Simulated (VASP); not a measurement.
HF: single point with PBE+D3(BJ)

The system is HF.

```
F H
1.0
     6.97953    0.00000    0.00000
     0.00000    6.97953    0.00000
     0.00000    0.00000    6.97953
F H
10 10
Cartesian
  3.6342 4.0408 4.3321
  5.0918 5.4050 6.2956
  1.4152 4.5703 6.2037
  2.0227 2.0427 6.4703
  6.1047 4.7355 3.8423
  1.1834 5.6785 2.6928
  5.9574 2.2782 3.4750
  1.2950 1.0164 1.8264
  3.0672 5.9782 0.4893
  4.3692 2.4496 1.3963
  2.7355 4.3221 4.2714
  4.8797 4.6617 5.7736
  2.1036 5.0372 6.6658
  1.5996 2.9189 6.6235
  6.9092 5.2124 3.5793
  1.2526 6.5738 2.2882
  6.1496 3.1770 3.4461
  1.6646 1.1215 0.9874
  3.9810 5.8241 0.1413
  4.8489 2.2430 2.1740
```

The cell was built by a generator and needn't be a form met in nature.

```json
{
  "Program": "VASP 6.6.1",
  "Task": "single point",
  "Functional": "PBE",
  "Dispersion": "D3(BJ)",
  "Potentials or basis": "VASP PAW PBE potentials, release 64 (F, H)",
  "Cutoff": "520 eV",
  "k mesh": "1 × 1 × 1",
  "Occupations": "fermi-dirac, width 0.05 eV",
  "Spin": "no spin polarisation",
  "Dipole correction": "no",
  "Further INCAR settings": "LREAL = Auto; ALGO = Fast; EDIFF = 1e-06; NBANDS = 56"
}
```

| Property | Result |
| --- | --- |
| Pressure | 0.5 GPa |
| Largest force | 2.496 eV/Å |
| Band gap on the k mesh | 6.47 eV, direct |
| Dispersion energy per atom | -0.019 eV |

Forces on the atoms (eV/Å):
```
F   -0.095  0.011  0.139
F    0.546  0.794  0.771
F   -0.677 -0.762 -0.490
F   -0.728  0.737  0.557
F    0.485  0.199 -0.085
F   -0.051 -0.006  0.166
F   -0.461 -2.445 -0.194
F   -0.833 -0.482  1.809
F    0.058 -0.093 -0.053
F   -0.537  0.141 -0.828
H    0.035 -0.012  0.017
H   -0.326 -0.774 -0.904
H    0.632  0.797  0.706
H    0.661 -0.816 -0.529
H   -0.126  0.001 -0.256
H   -0.029 -0.020  0.216
H    0.327  2.292  0.236
H    0.971  0.568 -2.061
H   -0.386  0.006 -0.025
H    0.534 -0.135  0.810
```

Stress tensor (GPa, compression positive):
```
 0.36  0.66 -0.09
 0.66  0.60  0.39
-0.09  0.39  0.67
```

Levels at points of the mesh, in eV from the valence-band top:
| k point | band 37 | band 38 | band 39 | band 40 | band 41 | band 42 | band 43 | band 44 |
| --- | --- | --- | --- | --- | --- | --- | --- | --- |
| (0.00, 0.00, 0.00) | -0.84 | -0.82 | -0.02 | 0.00 | 6.47 | 9.19 | 9.48 | 9.62 |

Wall time 57 s on 1 thread of Intel(R) Xeon(R) Platinum 8259CL CPU @ 2.50GHz (Skylake/Cascade Lake), on a shared host, peak memory 0.36 GiB.

A hybrid or GW would open this gap; PBE tends to underestimate it.
